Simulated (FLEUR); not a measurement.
Sb:

```
Sb
1.0
     2.15420    1.24373    3.75800
    -2.15420    1.24373    3.75800
     0.00000   -2.48746    3.75800
Sb
2
Direct
  0.76651 0.76651 0.76651
  0.23349 0.23349 0.23349
```

```yaml
Program: FLEUR MaX-R8.1 (later development tree)
Task: single point
Functional: PBEsol
Potentials_or_basis: all-electron
Basis: FLAPW
Kmax: 4.1 1/bohr
k_mesh: 8 × 8 × 8
Occupations: fermi-dirac, width 0.05 eV
Spin: no spin polarisation
Gmax: 12.7 1/bohr
Muffin-tin_radii: Sb 2.47 bohr
lmax: Sb 10
lnonsphr: Sb 10
Local_orbitals_a_species: Sb 6
Max_iterations: 60
Mixing_factor: 0.05
Mixer: Anderson
Mixer_history: 15
```

On this cell: largest force 0.106 eV/Å; band gap on the k mesh none (metal or under the smearing width).

The same run follows on a disturbed copy (atoms moved at random, drawn with an rms of 0.05 Å):

```
Sb
1.0
     2.15420    1.24373    3.75800
    -2.15420    1.24373    3.75800
     0.00000   -2.48746    3.75800
Sb
2
Direct
  0.76764 0.75507 0.76479
  0.25004 0.22744 0.22232
```

Q: What does the disturbed cell give?

A: The energy (extrapolated to zero smearing) moves by +1.2 meV/atom; largest force 0.116 eV/Å; band gap on the k mesh none (metal or under the smearing width).

Forces on the atoms (eV/Å):
```
Sb   0.049  0.084  0.063
Sb  -0.049 -0.084 -0.063
```
